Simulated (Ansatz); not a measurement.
**SiO2: tests of the settings**

The task, for SiO2: sweep the mixing step.

Program: Ansatz 0.2.0. Level of theory: DFT PBE, scalar-relativistic, plane waves, PAW. These are calculated values, not measurements.

1 further run of the same task is left out (set aside as unsound or not needed).

## (1) The starting structure

It takes space group P6_422 (No. 181, hexagonal). Conventional cell: a = 5.061 Å, b = 5.061 Å, c = 5.541 Å, α = 90.00°, β = 90.00°, γ = 120.00°. Si (site symmetry 222) is surrounded by 4 O at 1.61 Å. O (site symmetry 2) has 2 Si at 1.61 Å as nearest neighbours.

Coordinates:

```
CELL_PARAMETERS angstrom
5.06052 0.00000 0.00000
-2.53026 4.38254 0.00000
0.00000 0.00000 5.54135
ATOMIC_POSITIONS crystal
Si 0.00000 0.50000 0.33333
Si 0.50000 0.50000 0.66667
Si 0.50000 0.00000 0.00000
O 0.58279 0.79139 0.83333
O 0.79139 0.58279 0.50000
O 0.79139 0.20861 0.16667
O 0.41721 0.20861 0.83333
O 0.20861 0.41721 0.50000
O 0.20861 0.79139 0.16667
```

The structure comes from the Materials Project (structure only); it is used as listed.

## (2) The base input

input.yaml reads:

```yaml
crystal:
  lattice:
    - [5.0605222284, 0.0, 0.0]
    - [-2.5302611142, 4.3825408062, 0.0]
    - [0.0, 0.0, 5.54135331]
  atoms:
    - { symbol: Si, position: [0.0, 0.5, 0.33333333] }
    - { symbol: Si, position: [0.5, 0.5, 0.66666667] }
    - { symbol: Si, position: [0.5, 0.0, 0.0] }
    - { symbol: O, position: [0.58278926, 0.79139463, 0.83333333] }
    - { symbol: O, position: [0.79139463, 0.58278926, 0.5] }
    - { symbol: O, position: [0.79139463, 0.20860537, 0.16666667] }
    - { symbol: O, position: [0.41721074, 0.20860537, 0.83333333] }
    - { symbol: O, position: [0.20860537, 0.41721074, 0.5] }
    - { symbol: O, position: [0.20860537, 0.79139463, 0.16666667] }
basis:
  ecutwfc: 420
kpoints:
  mp_grid: { grid: [6, 6, 4] }
hamiltonian:
  xc: pbe
scf:
  occupations: { method: gaussian, width: 0.02 }
output:
  forces: true
  stress: true
  eigenvalues: true
  populations: true
```

Its results, from an earlier run: -591.3489 eV/atom at zero smearing, pressure 4.98 GPa, largest force 0.248 eV/Å, gap on the mesh 5.72 eV, in 6 SCF cycles and 2.2 s.

## (3) Mixing step set to 0.05

input.yaml reads:

```yaml
crystal:
  lattice:
    - [5.0605222284, 0.0, 0.0]
    - [-2.5302611142, 4.3825408062, 0.0]
    - [0.0, 0.0, 5.54135331]
  atoms:
    - { symbol: Si, position: [0.0, 0.5, 0.3333333333] }
    - { symbol: Si, position: [0.5, 0.5, 0.6666666667] }
    - { symbol: Si, position: [0.5, 0.0, 0.0] }
    - { symbol: O, position: [0.58278926, 0.79139463, 0.8333333333] }
    - { symbol: O, position: [0.79139463, 0.58278926, 0.5] }
    - { symbol: O, position: [0.79139463, 0.20860537, 0.1666666667] }
    - { symbol: O, position: [0.41721074, 0.20860537, 0.8333333333] }
    - { symbol: O, position: [0.20860537, 0.41721074, 0.5] }
    - { symbol: O, position: [0.20860537, 0.79139463, 0.1666666667] }
basis:
  ecutwfc: 420
kpoints:
  mp_grid: { grid: [6, 6, 4] }
hamiltonian:
  xc: pbe
scf:
  occupations: { method: gaussian, width: 0.02 }
  mixing: { beta: 0.05 }
  max_iter: 120
  lower_state_search: "off"
  initial_density: { chi_scale: 0, normalization: atom }
output:
  forces: true
  stress: true
  eigenvalues: true
```

Launch:

```console
> ansatz run input.yaml --threads 2 --pin off --max-ram 5120MiB --backend cpu --events-out ev --progress --plain --runs-dir out
```

Output:

```text
Warning: RAYON_NUM_THREADS=2 ignored (pool sized by the plan → 2); use --threads N
Engine: ansatz 0.2.0, x86_64-unknown-linux-gnu
Pseudopotentials: kind: paw
Pseudopotential: Si, paw, valence charge 4, recommended cutoff 420 eV (normal), Si.paw.azcp
Pseudopotential: O, paw, valence charge 6, recommended cutoff 420 eV (normal), O.paw.azcp
Functional definition: PBE
  parameter kappa = 0.804
  parameter beta = 0.06672455060314922
  exchange = pbe_x(kappa = kappa, mu = beta*pi^2/3)
  correlation = pbe_c(beta = beta)
Crystal: 9 atoms, lattice volume = 122.896 Å³
Basis set: ecut = 420 eV, 2449 PW (Γ), exchange–correlation on 72×72×80 points (8 copies of the dense FFT grid, shifted against one another)
Bands: 33, of which v1, the nominal top of the filled ones, is band 24 counted from 1 (23 counted from 0)
Symmetry: 12 space group operations
Space group: P6422 (ITA 181), of the structure as read, at distance tolerance 5.0e-5 Å
k-points: 21 of 144 (time reversal used)
Non-local potential: Si, projectors of the file, l = 0: 2, l = 1: 2, l = 2: 2
Non-local potential: O, projectors of the file, l = 0: 2, l = 1: 2, l = 2: 1
PAW form: soft (Blöchl's): semilocal exchange-correlation on the pseudo side does not see the compensation charge
PAW one-centre angular grid: Si, 110 points (default); XC on 64 Gauss nodes
PAW one-centre angular grid: O, 110 points (default); XC on 64 Gauss nodes
Initial density: superposition of atomic densities (neutral atoms: chi_scale 0, normalization atom)
Initial wavefunctions: pseudopotential atomic-orbital guess
Functional: x = pbe(κ = 0.804, μ = 0.2195149727645171), c = pbe(β = 0.06672455060314922)
SCF iter   1: F=—  HF=-5331.822484 eV  |F-HF|=—  |Δ(HF+E_count)|=         —  Δρ=1.67e-1  dr2=3.10e1  ethr=3.10e-3  ⟨swp⟩=6.9  Hψ=3504  notcnv=0
preconditioner: auto → Resta (q_TF=auto, 2.333 Å⁻¹)  ε∞=2.6  [insulator: Δε(μ)=7.900 eV  Ē_g=18.627 eV  σ=0.020 eV  W_gap=1.00  n_scr=22 (ndim 8)  ℏωp=23.2 eV  f_vac=0.002  D(μ)=0.00/eV (n_scr^D=0)  ε∞_Penn≈2.6]
SCF iter   2: F=—  HF=-5329.972476 eV  |F-HF|=—  |Δ(HF+E_count)|=    1.85e0  Δρ=1.50e-1  dr2=2.54e1  ethr=3.10e-3  ⟨swp⟩=2.0  Hψ=978  notcnv=0  defer=47
SCF iter   3: F=—  HF=-5322.152135 eV  |F-HF|=—  |Δ(HF+E_count)|=    7.82e0  Δρ=3.58e-2  dr2=6.67e-1  ethr=3.10e-3  ⟨swp⟩=4.2  Hψ=1927  notcnv=0  defer=26
automatic band count: iteration 3 solves 32 bands in place of 33: the levels show a gap, and the empty bands left out lie too high to hold charge; the band table lists the bands solved (type scf.n_extra_bands for more)
SCF iter   4: F=—  HF=-5322.118969 eV  |F-HF|=—  |Δ(HF+E_count)|=   3.32e-2  Δρ=1.52e-2  dr2=1.82e-1  ethr=1.39e-3  ⟨swp⟩=2.3  Hψ=978  notcnv=0  defer=40
SCF iter   5: F=—  HF=-5322.136306 eV  |F-HF|=—  |Δ(HF+E_count)|=   1.73e-2  Δρ=1.23e-3  dr2=1.94e-3  ethr=3.79e-4  ⟨swp⟩=3.0  Hψ=1245  notcnv=0  defer=19
automatic band count: iteration 5 solves 31 bands in place of 32: the levels show a gap, and the empty bands left out lie too high to hold charge; the band table lists the bands solved (type scf.n_extra_bands for more)
SCF iter   6: F=—  HF=-5322.139950 eV  |F-HF|=—  |Δ(HF+E_count)|=   3.64e-3  Δρ=2.32e-4  dr2=3.73e-5  ethr=4.04e-6  ⟨swp⟩=3.0  Hψ=1185  notcnv=0  defer=19
SCF iter   7: F=—  HF=-5322.139966 eV  |F-HF|=—  |Δ(HF+E_count)|=   1.59e-5  Δρ=4.21e-5  dr2=2.07e-6  ethr=7.77e-8  ⟨swp⟩=2.0  Hψ=1090  notcnv=0  defer=19
SCF iter   8: F=-5322.139972 eV  HF=-5322.139971 eV  |F-HF|=1.12e-7  |Δ(HF+E_count)|=   5.18e-6  Δρ=6.37e-6  dr2=4.26e-8  ethr=2.08e-10  ⟨swp⟩=9.3  Hψ=3996  notcnv=0
SCF 1 converged in 8 iterations: F = -5322.139972 eV  dr2 = 4.26e-8
SCF converged after 8 iterations
Free energy (F): -5322.139972 eV
Harris-Foulkes:  -5322.139971 eV  (|F-HF|=1.12e-7)
Internal energy: -5322.139972 eV  (E = F + TS)
E sigma→0 (E₀):  -5322.139972 eV
Fermi energy:    4.716549 eV
--- Per-component energies (eV) ---
  E_band       = -243.133876
  E_kinetic    = 1210.038275
  E_local      = -3181.885626  (includes V_loc(G=0)·N_el)
  E_nonlocal   = 361.100858
  E_hartree    = 1154.883012
  E_xc         = -612.918202
  E_vxc        = -711.431476  (∫ρ·V_xc dr)
  E_paw        = -2494.607002  (= ΣΔE_a)
  E_vpaw       = -230.736571  (= ΣTr[D̂ρ^β])
  E_aug_tail   = 0.015703  (compensation charges beyond the density's cutoff)
  E_ewald      = -1758.766989
  E_smearing   = -0.000000  (= −TS)
  E_closure    = -0.000000  (closes the sum)
  Σ components = -5322.139972   (vs F -5322.139972, Δ=0.00e0)
--- Forces (eV/Å), atoms counted from 1 ---
  atom   1  Si     0.00000000    -0.00000000     0.00000000
  atom   2  Si     0.00000000    -0.00000000     0.00000000
  atom   3  Si    -0.00000000     0.00000000     0.00000000
  atom   4  O      0.21454807     0.12386939     0.00000000
  atom   5  O      0.00000000     0.24773877     0.00000000
  atom   6  O      0.21454807    -0.12386939     0.00000000
  atom   7  O     -0.21454807    -0.12386939     0.00000000
  atom   8  O      0.00000000    -0.24773877     0.00000000
  atom   9  O     -0.21454807     0.12386939    -0.00000000
  max |Σ_I F_I| component: 4.16e-17 eV/Å
--- Stress (GPa, compression-positive) ---
        5.011871      -0.000000       0.000000
        0.000000       5.011871      -0.000000
        0.000000      -0.000000       4.918716
  P = ⅓ Tr σ = 4.9808 GPa (49.808 kbar)
--- Band table (eV; the first three rows and the last of 21) ---
  k-point 0: bands = ["-17.5624", "-16.1016", "-16.1016", "-15.5023", "-15.4529", "-15.4529", "-6.6898", "-6.6898", "-3.8577", "-3.5878", "-3.4921", "-3.4921", "-1.0285", "-1.0015", "-1.0015", "-0.7049", "0.1333", "0.1418", "0.1418", "0.8708", "0.8708", "1.3987", "1.3987", "1.6678", "7.5775", "10.8594", "10.8594", "11.0990", "11.0990", "11.9809", "12.9886"]
  k-point 1: bands = ["-17.4500", "-16.6483", "-15.6383", "-15.4948", "-15.4613", "-15.4511", "-7.5441", "-5.5832", "-3.9224", "-3.8507", "-3.8295", "-3.0350", "-1.0636", "-0.9165", "-0.7853", "-0.5398", "-0.1234", "0.0338", "0.1069", "0.2385", "0.9121", "1.3747", "1.7351", "1.7890", "8.1291", "10.5694", "10.5805", "11.0192", "11.7613", "12.3686", "12.6425"]
  k-point 2: bands = ["-17.1287", "-17.1287", "-15.4774", "-15.4774", "-15.4513", "-15.4497", "-7.8712", "-4.5371", "-4.5371", "-3.9815", "-3.9815", "-2.7991", "-0.8729", "-0.8729", "-0.6662", "-0.2723", "-0.2723", "-0.2172", "-0.2172", "0.0255", "0.7152", "1.5657", "1.8532", "1.8532", "9.4073", "9.4073", "10.3829", "11.6710", "11.6710", "12.4015", "13.3245"]
  k-point 20: bands = ["-17.0639", "-16.4109", "-16.4109", "-15.5133", "-15.4817", "-15.4817", "-6.1123", "-6.1123", "-4.9942", "-3.4347", "-3.4347", "-3.2430", "-1.4062", "-1.0279", "-1.0279", "-0.2728", "-0.1370", "-0.1370", "0.8310", "0.8310", "0.9567", "0.9852", "1.1938", "1.1938", "10.4545", "11.3723", "11.3723", "11.5831", "11.9409", "11.9409", "12.4074"]
```

It took 2.1 s on 2 threads of Intel Xeon 6975P-C (Granite Rapids), shared host; peak memory 0.38 GiB.

This run gives -591.3489 eV/atom at zero smearing, pressure 4.98 GPa, largest force 0.248 eV/Å and a gap of 5.72 eV on the mesh.

## (4) Mixing step: 0.1

input.yaml, as its differences from that of step 3:

```diff
@@ -23,3 +23,3 @@
   occupations: { method: gaussian, width: 0.02 }
-  mixing: { beta: 0.05 }
+  mixing: { beta: 0.1 }
   max_iter: 120
```

Launch:

```console
> ansatz run input.yaml --threads 2 --pin off --max-ram 5120MiB --backend cpu --events-out ev --progress --plain --runs-dir out
```

Output:

```text
Warning: RAYON_NUM_THREADS=2 ignored (pool sized by the plan → 2); use --threads N
[... 9 set-up lines as earlier in the session ...]
Crystal: 9 atoms, lattice volume = 122.896 Å³
Basis set: ecut = 420 eV, 2449 PW (Γ), exchange–correlation on 72×72×80 points (8 copies of the dense FFT grid, shifted against one another)
Bands: 33, of which v1, the nominal top of the filled ones, is band 24 counted from 1 (23 counted from 0)
[... 2 set-up lines as earlier in the session ...]
k-points: 21 of 144 (time reversal used)
[... 8 set-up lines as earlier in the session ...]
SCF iter   1: F=—  HF=-5331.822484 eV  |F-HF|=—  |Δ(HF+E_count)|=         —  Δρ=1.67e-1  dr2=3.10e1  ethr=3.10e-3  ⟨swp⟩=6.9  Hψ=3504  notcnv=0
preconditioner: auto → Resta (q_TF=auto, 2.333 Å⁻¹)  ε∞=2.6  [insulator: Δε(μ)=7.900 eV  Ē_g=18.627 eV  σ=0.020 eV  W_gap=1.00  n_scr=22 (ndim 8)  ℏωp=23.2 eV  f_vac=0.002  D(μ)=0.00/eV (n_scr^D=0)  ε∞_Penn≈2.6]
SCF iter   2: F=—  HF=-5328.317212 eV  |F-HF|=—  |Δ(HF+E_count)|=    3.51e0  Δρ=1.33e-1  dr2=2.03e1  ethr=3.10e-3  ⟨swp⟩=2.1  Hψ=1332  notcnv=0  defer=44
SCF iter   3: F=—  HF=-5322.149167 eV  |F-HF|=—  |Δ(HF+E_count)|=    6.17e0  Δρ=3.47e-2  dr2=6.33e-1  ethr=3.10e-3  ⟨swp⟩=4.1  Hψ=1941  notcnv=0  defer=23
automatic band count: iteration 3 solves 32 bands in place of 33: the levels show a gap, and the empty bands left out lie too high to hold charge; the band table lists the bands solved (type scf.n_extra_bands for more)
SCF iter   4: F=—  HF=-5322.124869 eV  |F-HF|=—  |Δ(HF+E_count)|=   2.43e-2  Δρ=1.10e-2  dr2=1.16e-1  ethr=1.32e-3  ⟨swp⟩=2.1  Hψ=971  notcnv=0  defer=39
SCF iter   5: F=—  HF=-5322.137397 eV  |F-HF|=—  |Δ(HF+E_count)|=   1.25e-2  Δρ=1.04e-3  dr2=1.48e-3  ethr=2.43e-4  ⟨swp⟩=3.0  Hψ=1224  notcnv=0  defer=18
automatic band count: iteration 5 solves 31 bands in place of 32: the levels show a gap, and the empty bands left out lie too high to hold charge; the band table lists the bands solved (type scf.n_extra_bands for more)
SCF iter   6: F=—  HF=-5322.139978 eV  |F-HF|=—  |Δ(HF+E_count)|=   2.58e-3  Δρ=1.90e-4  dr2=2.41e-5  ethr=3.08e-6  ⟨swp⟩=2.9  Hψ=1194  notcnv=0  defer=18
SCF iter   7: F=—  HF=-5322.139968 eV  |F-HF|=—  |Δ(HF+E_count)|=   1.00e-5  Δρ=3.62e-5  dr2=1.57e-6  ethr=5.01e-8  ⟨swp⟩=2.0  Hψ=1056  notcnv=0  defer=18
SCF iter   8: F=-5322.139972 eV  HF=-5322.139971 eV  |F-HF|=6.21e-8  |Δ(HF+E_count)|=   3.15e-6  Δρ=5.49e-6  dr2=2.73e-8  ethr=2.08e-10  ⟨swp⟩=9.0  Hψ=3906  notcnv=0
SCF 1 converged in 8 iterations: F = -5322.139972 eV  dr2 = 2.73e-8
SCF converged after 8 iterations
Free energy (F): -5322.139972 eV
Harris-Foulkes:  -5322.139971 eV  (|F-HF|=6.21e-8)
Internal energy: -5322.139972 eV  (E = F + TS)
E sigma→0 (E₀):  -5322.139972 eV
Fermi energy:    4.716557 eV
--- Per-component energies (eV) ---
  E_band       = -243.133779
  E_kinetic    = 1210.038289
  E_local      = -3181.885673  (includes V_loc(G=0)·N_el)
  E_nonlocal   = 361.100861
  E_hartree    = 1154.883045
  E_xc         = -612.918198
  E_vxc        = -711.431473  (∫ρ·V_xc dr)
  E_paw        = -2494.607009  (= ΣΔE_a)
  E_vpaw       = -230.736590  (= ΣTr[D̂ρ^β])
  E_aug_tail   = 0.015703  (compensation charges beyond the density's cutoff)
  E_ewald      = -1758.766989
  E_smearing   = -0.000000  (= −TS)
  E_closure    = -0.000000  (closes the sum)
  Σ components = -5322.139972   (vs F -5322.139972, Δ=0.00e0)
--- Forces (eV/Å), atoms counted from 1 ---
  atom   1  Si    -0.00000000    -0.00000000     0.00000000
  atom   2  Si     0.00000000     0.00000000     0.00000000
  atom   3  Si     0.00000000    -0.00000000    -0.00000000
  atom   4  O      0.21454074     0.12386516     0.00000000
  atom   5  O      0.00000000     0.24773031     0.00000000
  atom   6  O      0.21454074    -0.12386516    -0.00000000
  atom   7  O     -0.21454074    -0.12386516     0.00000000
  atom   8  O     -0.00000000    -0.24773031    -0.00000000
  atom   9  O     -0.21454074     0.12386516     0.00000000
  max |Σ_I F_I| component: 2.78e-17 eV/Å
--- Stress (GPa, compression-positive) ---
        5.011875       0.000000       0.000000
        0.000000       5.011875       0.000000
        0.000000       0.000000       4.918722
  P = ⅓ Tr σ = 4.9808 GPa (49.808 kbar)
--- Band table (eV; the first three rows and the last of 21) ---
  k-point 0: bands = ["-17.5624", "-16.1016", "-16.1016", "-15.5023", "-15.4529", "-15.4529", "-6.6898", "-6.6898", "-3.8577", "-3.5878", "-3.4921", "-3.4921", "-1.0285", "-1.0015", "-1.0015", "-0.7049", "0.1333", "0.1418", "0.1418", "0.8708", "0.8708", "1.3987", "1.3987", "1.6678", "7.5775", "10.8594", "10.8594", "11.0990", "11.0990", "11.9809", "12.9886"]
  k-point 1: bands = ["-17.4500", "-16.6483", "-15.6383", "-15.4948", "-15.4613", "-15.4511", "-7.5441", "-5.5832", "-3.9224", "-3.8507", "-3.8295", "-3.0350", "-1.0636", "-0.9165", "-0.7853", "-0.5398", "-0.1234", "0.0338", "0.1069", "0.2385", "0.9121", "1.3747", "1.7350", "1.7890", "8.1292", "10.5694", "10.5805", "11.0192", "11.7613", "12.3686", "12.6425"]
  k-point 2: bands = ["-17.1287", "-17.1287", "-15.4774", "-15.4774", "-15.4513", "-15.4497", "-7.8712", "-4.5371", "-4.5371", "-3.9815", "-3.9815", "-2.7991", "-0.8729", "-0.8729", "-0.6662", "-0.2723", "-0.2723", "-0.2172", "-0.2172", "0.0255", "0.7152", "1.5657", "1.8532", "1.8532", "9.4073", "9.4073", "10.3829", "11.6709", "11.6709", "12.4015", "13.3245"]
  k-point 20: bands = ["-17.0639", "-16.4109", "-16.4109", "-15.5133", "-15.4817", "-15.4817", "-6.1123", "-6.1123", "-4.9942", "-3.4347", "-3.4347", "-3.2430", "-1.4062", "-1.0279", "-1.0279", "-0.2728", "-0.1370", "-0.1370", "0.8310", "0.8310", "0.9567", "0.9852", "1.1938", "1.1938", "10.4545", "11.3724", "11.3724", "11.5832", "11.9409", "11.9409", "12.4074"]
```

Run time: 2 s. Hardware: 2 threads of Intel Xeon 6975P-C (Granite Rapids), shared host; peak memory 0.38 GiB.

Read-out: -591.3489 eV/atom at zero smearing, pressure 4.98 GPa, largest force 0.248 eV/Å and a gap of 5.72 eV on the mesh.

(Part 1 of 2 ends here.)
